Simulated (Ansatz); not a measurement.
Runs of Ansatz 0.2.0 on NaI. It takes space group Fm-3m (No. 225, cubic). Conventional cell: a = 6.473 Å, b = 6.473 Å, c = 6.473 Å, α = 90.00°, β = 90.00°, γ = 90.00°. Around I (site symmetry m-3m) lie 6 Na at 3.24 Å. Na (site symmetry m-3m) is surrounded by 6 I at 3.24 Å. 

| task | level | cutoff (eV) | points for each segment of the path | gap on the mesh (eV) | pressure (GPa) | V0 of scaled cells (Å³/atom) | B0 (GPa) |
| --- | --- | --- | --- | --- | --- | --- | --- |
| band structure | r2SCAN | 500 | 14 | 4.43 | -0.1 | - | - |
| band structure | LDA | 420 | 14 | (c) | (a) | - | - |
| band structure | PBEsol | 420 | 14 | 3.51 | -0.5 | - | - |
| equation of state | PBEsol | 420 | - | - | - | (b) | 17 |
| equation of state | r2SCAN | 500 | - | - | - | 33.71 | 17 |

Alike in all rows: potentials or basis Ansatz PAW; no spin polarisation; cell as given; k mesh 7 × 7 × 7; smearing fermi-dirac 0.05 eV.

Task: Estimate the missing entries.

Result: (a) -1.6; (b) 32.82; (c) 3.33.

Caveats: spin-orbit coupling is left out, which moves the levels of the heavy elements (some runs); the PAW data sets come from PBE, with cores solved anew for the run's functional, which leaves a small shift of forces and pressure (some runs); the PAW data sets were made with another functional, which shifts forces and pressure a little (some runs).

A k mesh can miss the band edges, and the runs leave out spin-orbit coupling on I.

Runs at the PBE level aren't shown here.
